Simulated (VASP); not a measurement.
Input of a VASP 6.6.1 run:

Contents of POSCAR:

```
CuI
1.0
    0.0000000000      2.8561103477      2.8561103477
    2.8561103477      0.0000000000      2.8561103477
    2.8561103477      2.8561103477      0.0000000000
Cu I
1 1
Direct
    0.0000000000      0.0000000000      0.0000000000
    0.5000000000      0.5000000000      0.5000000000
```

The input INCAR.step1:

```
PREC = Accurate
ENCUT = 520
EDIFF = 1E-5
ISMEAR = -1
SIGMA = 0.02
LREAL = F
LASPH = T
NELM = 100
ALGO = Normal
ISIF = 2
LWAVE = T
LCHARG = F
NBANDS = 16
GGA = PE
```

The input INCAR.step2:

```
PREC = Accurate
ENCUT = 520
EDIFF = 1E-6
ISMEAR = -1
SIGMA = 0.02
LREAL = F
LASPH = T
NELM = 100
ALGO = Normal
ISIF = 2
LWAVE = F
LCHARG = F
GGA = PE
LHFCALC = T
HFSCREEN = 0.2079
PRECFOCK = Normal
NBANDS = 16
ISTART = 1
```

The input KPOINTS:

```
Automatic mesh
0
Gamma
  4 4 4
```

Potentials or basis: VASP PAW PBE potentials, release 64 (Cu, I).

Run with:

```console
$ cat potpaw_PBE.64/Cu/POTCAR potpaw_PBE.64/I/POTCAR > POTCAR
$ cp INCAR.step1 INCAR
$ mpirun -np 1 vasp_std > vasp.out
$ cp INCAR.step2 INCAR
$ mpirun -np 1 vasp_std > vasp.out
```

Task: Estimate the pressure.

Result: 1.6 GPa.

Task: Estimate the band gap on the k mesh.

Result: 0.91 eV, indirect (least direct gap 3.08 eV).

Caveat: the k mesh is coarse (spacing up to 0.48 Å⁻¹), so the values aren't converged, least of all with exact exchange; the PAW data sets were made with another functional, which shifts forces and pressure a little; spin-orbit coupling is left out, which moves the levels of the heavy elements. A k mesh can miss the band edges.
